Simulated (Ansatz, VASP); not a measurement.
One calculation of PtSe2 (Sudovikovite), two programs

Contents of INCAR:

```
SYSTEM = PtSe2
PREC = Accurate
ENCUT = 600
EDIFF = 1E-7
ISMEAR = -1
SIGMA = 0.15
LREAL = .FALSE.
LASPH = .TRUE.
NELM = 100
ALGO = Normal
ISIF = 3
LWAVE = .FALSE.
LCHARG = .FALSE.
GGA = PE
IVDW = 12
IBRION = 2
NSW = 80
EDIFFG = -0.001
```

File KPOINTS:

```
Automatic mesh
0
G
  15 15 10
  0 0 0
```

The input POSCAR:

```
PtSe2
1.0
    3.7714571389      0.0000000000      0.0000000000
   -1.8857285694      3.2661776916      0.0000000000
    0.0000000000      0.0000000000      4.8233068521
Pt Se
1 2
Direct
    0.0000000000      0.0000000000      0.0000000000
    0.3333333333      0.6666666667      0.2654558732
    0.6666666667      0.3333333333      0.7345441268
```

Input for Ansatz:

```yaml
crystal:
  lattice:
    - [3.7714571389, 0.0, 0.0]
    - [-1.8857285694, 3.2661776916, 0.0]
    - [0.0, 0.0, 4.8233068521]
  atoms:
    - { symbol: Pt, position: [0.0, 0.0, 0.0] }
    - { symbol: Se, position: [0.3333333333, 0.6666666667, 0.2654558732] }
    - { symbol: Se, position: [0.6666666667, 0.3333333333, 0.7345441268] }
basis:
  ecutwfc: 420
kpoints:
  mp_grid: { grid: [15, 15, 10] }
hamiltonian:
  xc: pbe
  dispersion: d3bj
scf:
  occupations: { method: fermi_dirac, width: 0.15 }
output:
  forces: true
  stress: true
  eigenvalues: true
  write_density: true
  write_potential: true
  elf: true
  volumetric_format: npy
relax:
  adjacent_minimum: "off"
  f_tol: 0.001
  max_steps: 60
  cell: { stress_tol: 0.01 }
```

Alike in both runs: task relaxation of cell and atoms; functional PBE; dispersion D3(BJ); k mesh 15 × 15 × 10; occupations fermi-dirac, width 0.15 eV; no spin polarisation.

|  | VASP | Ansatz |
| --- | --- | --- |
| version | VASP 6.6.1 | Ansatz 0.2.0 |
| potentials or method | VASP PAW PBE potentials, release 64 (Pt, Se) | scalar-relativistic, plane waves, PAW |
| plane-wave cutoff (eV) | 600 | 420 |
| valence electrons in the cell | 22 | 50 |

|  | VASP | Ansatz | Ansatz less VASP |
| --- | --- | --- | --- |
| gap on the k mesh at the Fermi level, each at its own relaxed structure (eV) | none | none | - |
| relaxed volume (Å³/atom) | 19.79 | 19.80 | +0.013 |
| relaxed cell length with the largest relative difference (Å) | 4.818 | 4.821 | +0.0035 |

A gap of «none» marks a metal or a gap that the smearing closes. The two sets of potentials don't hold the same shells in valence.

Caveats: pairwise dispersion overbinds metals, which lowers pressure and volume. Spin-orbit coupling is left out, which matters for the levels of Pt.
